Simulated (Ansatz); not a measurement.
## Co under changes of volume

One of the cells (10.640 Å³/atom); the others are scaled copies at fixed shape and fractional positions:

```
Co
1.0
     2.47200    0.00000    0.00000
    -1.23600    2.14081    0.00000
     0.00000    0.00000    4.02114
Co
2
Direct
  0.66667 0.33333 0.75000
  0.33333 0.66667 0.25000
```

- Program: Ansatz 0.2.0
- Functional: PBE
- Potentials or basis: PseudoDojo stringent (PBE files)
- Cutoff: 1415 eV
- Density cutoff: 5660 eV
- k mesh: 12 × 12 × 7
- Occupations: fermi-dirac, width 0.05 eV
- Spin: collinear spin, ferromagnetic start
- Starting moments: [2.0, 2.0] μB

| volume (Å³/atom) | energy over the lowest point (meV/atom) | pressure (GPa) | moment (μB per cell) |
| --- | --- | --- | --- |
| 10.002 | 53.18 | 21.0 | 3.06 |
| 10.215 | 29.53 | 15.0 | 3.12 |
| 10.427 | 13.16 | 9.7 | 3.18 |
| 10.640 | ? | ? | ? |
| 10.853 | 0.00 | 0.5 | 3.27 |
| 11.066 | 1.94 | -3.4 | 3.30 |
| 11.279 | 8.84 | -7.0 | 3.33 |

Problem. What does the run at 10.640 Å³/atom give?

Solution. Energy over the lowest point 3.52 meV/atom; pressure 4.9 GPa; moment 3.22 μB per cell.

Worked out: A Birch-Murnaghan fit of order 3 (a polynomial in V^(-2/3)) to the other rows has its minimum at 10.88 Å³/atom with B0 = V·E''(V) = 209 GPa and B' = 4.0 at fixed shape and positions, which overstates the stiffness. It gives 3.57 meV/atom at 10.640 Å³/atom, against the run's 3.52, and -dE/dV = 4.9 GPa, against 4.9. A parabola through the other rows of the moment, of slope 0.212 μB per Å³/atom there, gives 3.23 μB, against the run's 3.22.

Energies are extrapolated to zero smearing.
